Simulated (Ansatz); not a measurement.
# HBr: the cost of one run

Method: reference: DFT, HSE06, plane waves, PAW, in Ansatz 0.2.0.

3 further runs of the same task are left out: 3 that didn't finish.

**1. The system as given**

It takes space group I4/mmm (No. 139, tetragonal). The conventional cell has a = 5.083 Å, b = 5.083 Å, c = 3.338 Å, α = 90.00°, β = 90.00°, γ = 90.00°. Around H (site symmetry 4/mmm) lie 2 Br at 1.67 Å. Br (site symmetry 4/mmm) has 2 H at 1.67 Å as nearest neighbours.

As a file:

```xyz
2
Lattice="0.0000 3.5941 3.5941 1.6688 0.0000 3.5941 1.6688 3.5941 0.0000" Properties=species:S:1:pos:R:3 pbc="T T T"
H     0.0000    0.0000    0.0000
Br    1.6688    3.5941    3.5941
```

**2. The reference run**

The input, input.yaml:

```yaml
crystal:
  lattice:
    - [0.0, 3.5941121527, 3.5940621671]
    - [1.6688407886, 0.0, 3.5940621671]
    - [1.6688407886, 3.5941121527, 0.0]
  atoms:
    - { symbol: H, position: [0.0, 0.0, 0.0] }
    - { symbol: Br, position: [0.5, 0.5, 0.5] }
kpoints:
  mp_grid: { grid: [4, 4, 4] }
hamiltonian:
  xc: hse06
scf:
  occupations: { method: fixed }
  n_extra_bands: 4
output:
  forces: true
  stress: true
  eigenvalues: true
  write_density: true
  write_potential: true
  elf: true
  volumetric_format: npy
```

Command:

```sh
$ ansatz run input.yaml --threads 4 --pin off --max-ram 3686MiB --backend cpu --events-out ev --progress --plain --runs-dir out
```

**Question.** How long does this run take on 4 threads of AMD EPYC 9R45 (Zen 5), shared host, and how much memory does it need?

About 3.3 s, with a peak of 0.66 GiB.
